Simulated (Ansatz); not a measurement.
Runs of Ansatz 0.2.0 on TaN. Symmetry: Fm-3m, No. 225, cubic system. The conventional cell has a = 4.423 Å, b = 4.423 Å, c = 4.423 Å, α = 90.00°, β = 90.00°, γ = 90.00°. Ta (site symmetry m-3m) is surrounded by 6 N at 2.21 Å. Around N (site symmetry m-3m) lie 6 Ta at 2.21 Å. The cell comes from a database or a generator and needn't be the stable form of this composition.

```tsv
task	level	cell	k mesh	cutoff (eV)	smearing	basis error allowed	mesh quality	gap on the mesh (eV)	pressure (GPa)	relaxed volume (Å³/atom)
single point	PBE	as given	6 × 6 × 6	300	fermi-dirac 0.06 eV	0.004 eV/atom	coarse	none	-0.6	-
relaxation of cell and atoms	revPBE+D4	relaxed	10 × 10 × 10	-	fermi-dirac 0.05 eV	0.001 eV/atom	not flagged	-	0.0	(b)
single point	PBE	as given	10 × 10 × 10	355	gaussian 0.027 eV	0.001 eV/atom	not flagged	none	-1.2	-
relaxation of cell and atoms	BLYP+D3(BJ)	relaxed	10 × 10 × 10	-	fermi-dirac 0.05 eV	0.001 eV/atom	not flagged	-	0.0	10.60
band structure	RPBE	as given	10 × 10 × 10	355	fermi-dirac 0.05 eV	0.001 eV/atom	not flagged	-	(a)	-
```

Alike in all rows: potentials or basis all-electron LAPW, scalar-relativistic; no spin polarisation.

Q: Fill in the values left out.

A: (a) 3.5; (b) 10.55.

Caveats: some runs use coarse meshes; the k mesh is thin for a metal, which can move the energy by tens of meV per atom (some runs); spin-orbit coupling is left out, which moves the levels of the heavy elements (some runs).

A k mesh can miss the band edges, and the runs leave out spin-orbit coupling on Ta.

A gap of «none» marks a metal or a gap under the smearing width.
